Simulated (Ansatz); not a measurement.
**Si: the cell at several levels of theory**

The task here is to estimate one member of a computed series from the others.

The runs shown are made with Ansatz 0.2.0. PAW datasets, plane waves, zero pressure. Computed at 0 K without zero-point motion; spin polarisation is off.

**The system as given**

This is the cell as the run starts from it, not yet at rest; its lengths are not the crystal's.

It is hexagonal, P6_3/mmc (No. 194); conventional cell a = 3.625 Å, c = 5.920 Å, 16.84 Å³ an atom. Around Si lie 4 Si at 2.22 Å.

Coordinates:

```
CELL_PARAMETERS angstrom
3.62524 0.00000 0.00000
-1.81262 3.13955 0.00000
0.00000 0.00000 5.92002
ATOMIC_POSITIONS crystal
Si 0.33333 0.66667 0.00000
Si 0.66667 0.33333 0.50000
Si 0.33333 0.66667 0.37500
Si 0.66667 0.33333 0.87500
```

The first run:

input.yaml

```yaml
crystal:
  lattice:
    - [3.6252448193, 0.0, 0.0]
    - [-1.8126224097, 3.1395541085, 0.0]
    - [0.0, 0.0, 5.9200247899]
  atoms:
    - { symbol: Si, position: [0.3333333333, 0.6666666667, 0.0] }
    - { symbol: Si, position: [0.6666666667, 0.3333333333, 0.5] }
    - { symbol: Si, position: [0.3333333333, 0.6666666667, 0.375] }
    - { symbol: Si, position: [0.6666666667, 0.3333333333, 0.875] }
kpoints:
  mp_grid: { grid: [12, 12, 4] }
hamiltonian:
  xc: pbe
scf:
  occupations: { method: fermi_dirac, width: 0.02 }
relax:
  f_tol: 0.005
  cell: {}
```

Command:

```console
> ansatz run input.yaml --threads 4 --pin off --max-ram 7372MiB --backend cpu --events-out ev --progress --plain --runs-dir out
```

Steps of the session up to this table: Relaxing with PBE; Relaxation with r2SCAN; PBEsol: cell and atoms; LDA: cell and atoms; Relaxation with HSE06.

One table of the session follows, with a row left open; its other results are not shown here.

```
 level  a (Å)  c (Å)  volume (Å³/atom)
   PBE  3.852  6.365            20.442
r2SCAN  3.832  6.341            20.162
PBEsol      ?      ?                 ?
   LDA  3.802  6.288            19.676
 HSE06  3.833  6.327            20.125
```

Estimate the missing values for PBEsol.

The run gave: a (Å): 3.825; c (Å): 6.323; volume (Å³/atom): 20.030. In the column «a (Å)» it lies between LDA (3.802) and r2SCAN (3.832).

The first relaxation changed the volume by +21.4 % from the start. LDA gives the smallest cell and PBE the largest; they differ by 3.9 % in volume, a mean of 1.3 % in length. The meshes differ: PBE 12×12×4, r2SCAN 12×12×4, PBEsol 12×12×4, LDA 12×12×4, HSE06 6×6×4.
